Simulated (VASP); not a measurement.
# InAs in VASP: reference runs

How does InAs come out in PBE? The cell is run as given.

Program: VASP 6.6.1. These are calculated values, not measurements. Logs are shortened: lines on timing, memory, paths and dates and some standing lists are left out, and cuts for length are marked.

## 1. The cell of the first run

The cell holds a slab with vacuum, 8 atoms: a = 4.277 Å, b = 4.277 Å, c = 26.348 Å, α = 90.00°, β = 90.00°, γ = 120.00°.

## 2. Single point, PBE (the (1 1 1) slab of InAs, cut from the database cell, not relaxed)

File INCAR:

```
ALGO = Normal ; DIPOL = 0.5 0.5 0.500
EDIFF = 1E-7 ; ENCUT = 520
GGA = PE ; IDIPOL = 3
ISIF = 2 ; ISMEAR = -1
LASPH = T ; LCHARG = F
LDIPOL = T ; LREAL = F
LWAVE = F ; NBANDS = 46
NELM = 100 ; PREC = Accurate
SIGMA = 0.05
```

File KPOINTS:

```
k-points
0
Gamma
  7 7 1
```

File POSCAR:

```
InAs
1.0
    4.2765818126      0.0000000000      0.0000000000
   -2.1382909063      3.7036284911      0.0000000000
    0.0000000000      0.0000000000     26.3483968912
As In
4 4
Direct
    0.0000000000      0.0000000000      0.2846472987
    0.3333333333      0.6666666667      0.4171720380
    0.6666666667      0.3333333333      0.5496967772
    0.0000000000      0.0000000000      0.6822215165
    0.3333333333      0.6666666667      0.3177784835
    0.6666666667      0.3333333333      0.4503032228
    0.0000000000      0.0000000000      0.5828279620
    0.3333333333      0.6666666667      0.7153527013
```

Potentials or basis: VASP PAW PBE potentials, release 64 (As, In_d).

Command:

```console
$ cat potpaw_PBE.64/As/POTCAR potpaw_PBE.64/In_d/POTCAR > POTCAR
$ mpirun -np 1 vasp_std > vasp.out
```

OUTCAR:

```text
EDIFF = 1E-7
   ENCUT = 520
   GGA = PE
   ISIF = 2
   ISMEAR = -1
   LASPH = T
   LREAL = F
   NELM = 100
   PREC = Accurate

 ion  position               nearest neighbor table
   1  0.000  0.000  0.285-   5 2.62   5 2.62   5 2.62
   2  0.333  0.667  0.417-   6 2.62   6 2.62   6 2.62   5 2.62
   3  0.667  0.333  0.550-   6 2.62   7 2.62   7 2.62   7 2.62
   4  0.000  0.000  0.682-   8 2.62   8 2.62   8 2.62   7 2.62
   5  0.333  0.667  0.318-   1 2.62   1 2.62   1 2.62   2 2.62
   6  0.667  0.333  0.450-   3 2.62   2 2.62   2 2.62   2 2.62
   7  0.000  0.000  0.583-   3 2.62   3 2.62   3 2.62   4 2.62
   8  0.333  0.667  0.715-   4 2.62   4 2.62   4 2.62

  LATTYP: Found a hexagonal cell.
 ALAT       =     4.2765818126
 C/A-ratio  =     6.1610880011

  Lattice vectors:

 A1 = (   4.2765818126,   0.0000000000,   0.0000000000)
 A2 = (  -2.1382909063,   3.7036284911,   0.0000000000)
 A3 = (   0.0000000000,   0.0000000000,  26.3483968912)

Analysis of symmetry for initial positions (statically):
=====================================================================
 Subroutine PRICEL returns:
 Original cell was already a primitive cell.

 Routine SETGRP: Setting up the symmetry group for a
 hexagonal supercell.

 Subroutine GETGRP returns: Found  6 space group operations
 (whereof  6 operations were pure point group operations)
 out of a pool of 24 trial point group operations.

The static configuration has the point symmetry C_3v.

Analysis of symmetry for dynamics (positions and initial velocities):
=====================================================================
 Subroutine PRICEL returns:
 Original cell was already a primitive cell.

 Routine SETGRP: Setting up the symmetry group for a
 hexagonal supercell.

 Subroutine GETGRP returns: Found  6 space group operations
 (whereof  6 operations were pure point group operations)
 out of a pool of 24 trial point group operations.

The dynamic configuration has the point symmetry C_3v.

 Subroutine INISYM returns: Found  6 space group operations
 (whereof  6 operations are pure point group operations),
 and found     1 'primitive' translations

----------------------------------------------------------------------------------------

                                     Primitive cell

  volume of cell :     417.3288

  direct lattice vectors                    reciprocal lattice vectors
     4.276581813  0.000000000  0.000000000     0.233831608  0.135002742  0.000000000
[... 96 lines left out ...]
   ISMEAR =    -1;   SIGMA  =   0.05  broadening in eV -4-tet -1-fermi 0-gaus
   EFERMI_NEDOS =   21; number of points for ismear=-14 and -15
   IALGO  =     38    algorithm
   IMIX   =      4    mixing-type and parameters
     AMIX     =   0.40;   BMIX     =  1.00
     AMIX_MAG =   1.60;   BMIX_MAG =  1.00
  volume/ion in A,a.u.               =      52.17       352.03
  Fermi-wavevector in a.u.,A,eV,Ry     =   0.911366  1.722232 11.300838  0.830588
  Thomas-Fermi vector in A             =   2.035637
   LORBIT       =      0    0 simple, 1 ext, 2 COOP (PROOUT), +10 PAW based schemes
   GGA     = PE    functional components
   LHFCALC =     F    Hartree Fock is set to
   AEXX    =    0.0000 exact exchange contribution
   IVDW    =     0    specifies the selected vdW correction
   LEPSILON=     F    determine dielectric tensor
   LRPA    =     F    only Hartree local field effects (RPA)
 non-spin polarized calculation
  energy-cutoff  :      520.00
  volume of cell :      417.33
 maximum number of plane-waves:     11268
 NGX is ok and might be reduce to    32
   NGX = 15   NGY = 15   NGZ = 97

 dipolmoment           0.000000      0.000000      0.018552 electrons x Angstroem

 number of electron      71.9999999 magnetization

 dipolmoment           0.000000      0.000000     -0.189807 electrons x Angstroem

 Free energy of the ion-electron system (eV)
  ---------------------------------------------------
  ext. energy  EPLUGINS =         0.00000000
  ---------------------------------------------------
  free energy    TOTEN  =       -28.84211391 eV

  energy without entropy =      -28.78552148  energy(sigma->0) =      -28.81381770

 E-fermi :   0.3271     XC(G=0):  -5.3494

 val. band max:        0.3160984911   @ k =   0.4286   0.0000   0.0000
 cond. band min:       0.3377502712   @ k =   0.1429   0.0000   0.0000
 fundamental gap:      0.0216517801
 Fermi energy:         0.3271012613

 k-point     1 :       0.0000    0.0000    0.0000
  band No.  band energies     occupation
      1     -14.7632      2.00000
      2     -14.6991      2.00000
      3     -14.6991      2.00000
      4     -14.6369      2.00000
      5     -14.6091      2.00000
      6     -14.6091      2.00000
[... 381 lines left out ...]
     45       5.1958      0.00000
     46       5.3093      0.00000

------------------------ aborting loop because EDIFF is reached ----------------------------------------

 vacuum level on the upper side and lower side of the slab       (xc-potential included)        -1.165         0.977

  FORCE on cell =-STRESS in cart. coord.  units (eV):
  Direction    XX          YY          ZZ          XY          YZ          ZX
  --------------------------------------------------------------------------------------
  -------------------------------------------------------------------------------------
  Total        4.6547262      4.6547262      6.3853406      0.0000000      0.0000000      0.0000000
  in kB       17.8700731     17.8700731     24.5141167      0.0000000      0.0000000      0.0000000
  external PRESSURE =      20.0847543 kB  Pullay stress =       0.0000000 kB

 VOLUME and BASIS-vectors are now :
 -----------------------------------------------------------------------------
  energy-cutoff  :      520.00
  volume of cell :      417.33
      direct lattice vectors                 reciprocal lattice vectors
     4.276581813  0.000000000  0.000000000     0.233831608  0.135002742  0.000000000
    -2.138290906  3.703628491  0.000000000     0.000000000  0.270005483  0.000000000
     0.000000000  0.000000000 26.348396891     0.000000000  0.000000000  0.037952973

 POSITION                                       TOTAL-FORCE (eV/Angst)
 -----------------------------------------------------------------------------------
      0.00000      0.00000      7.50000         0.000000     -0.000000     -0.394062
     -0.00000      2.46909     10.99181         0.000000     -0.000000      0.424488
      2.13829      1.23454     14.48363        -0.000000     -0.000000      0.314775
      0.00000      0.00000     17.97544        -0.000000      0.000000      0.500845
     -0.00000      2.46909      8.37295        -0.000000      0.000000     -0.327147
      2.13829      1.23454     11.86477         0.000000      0.000000     -0.329774
      0.00000      0.00000     15.35658         0.000000     -0.000000     -0.390344
     -0.00000      2.46909     18.84840        -0.000000      0.000000      0.201220
 -----------------------------------------------------------------------------------
    total drift:                                0.000000     -0.000000     -0.000523

  FREE ENERGIE OF THE ION-ELECTRON SYSTEM (eV)
  ---------------------------------------------------
  free  energy   TOTEN  =       -28.8421139087 eV

  energy  without entropy=      -28.7855214815  energy(sigma->0) =      -28.81381770

 vacuum level on the upper side and lower side of the slab         3.721         5.914
```

stdout:

```text
POSCAR found type information on POSCAR AsIn
 POSCAR found :  2 types and       8 ions
 scaLAPACK will be used
 LDA part: xc-table for (Slater+PW92), standard interpolation
 POSCAR, INCAR and KPOINTS ok, starting setup
 FFT: planning ... GRIDC
 FFT: planning ... GRID_SOFT
 FFT: planning ... GRID
 WAVECAR not read
 entering main loop
```

Wall time 10 min (1 thread of Intel Xeon Platinum 8488C (Sapphire Rapids), shared host); peak memory 0.48 GiB.

What came out:

| Item | Value |
| --- | --- |
| Free energy | -28.8421 eV |
| Largest force | 0.501 eV/Å |
| Band gap on the k mesh | none (metal or under the smearing width) |

Forces in eV/Å, atoms in the order of the input:
```
As   0.000  0.000 -0.394
As   0.000  0.000  0.424
As   0.000  0.000  0.315
As   0.000  0.000  0.501
In   0.000  0.000 -0.327
In   0.000  0.000 -0.330
In   0.000  0.000 -0.390
In   0.000  0.000  0.201
```
